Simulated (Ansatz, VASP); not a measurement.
**Al2Cu in VASP and in Ansatz**

```xyz
3
Lattice="4.0896 0.0000 0.0000 0.0000 4.0896 0.0000 0.0000 0.0000 2.8443" Properties=species:S:1:pos:R:3 pbc="T T T"
Al    2.0448    0.0000    1.4221
Al    0.0000    2.0448    1.4221
Cu    0.0000    0.0000    0.0000
```

Alike in both runs: functional PBEsol; k mesh 10 × 10 × 14; occupations fermi-dirac, width 0.15 eV; no spin polarisation.

Ansatz relaxed the structure, and its values are those at the end. VASP's run is a single point on that final structure, the one shown.

|  | VASP | Ansatz |
| --- | --- | --- |
| version | VASP 6.6.1 | Ansatz 0.2.0 |
| potentials or method | VASP PAW PBE potentials, release 64 (Al, Cu) | scalar-relativistic, plane waves, PAW |
| plane-wave cutoff (eV) | 520 | 420 |
| valence electrons in the cell | 17 | 25 |

|  | VASP | Ansatz | Ansatz less VASP |
| --- | --- | --- | --- |
| gap on the k mesh at the Fermi level (eV) | none | none | - |
| pressure (GPa) | 0.0 | 0.0 | -0.04 |

A gap of «none» marks a metal or a gap that the smearing closes. The two sets of potentials don't hold the same shells in valence. Ansatz warned: «pseudo_functional_mismatch».

Caveats: the PAW data sets were made with another functional, which shifts forces and pressure a little (VASP).
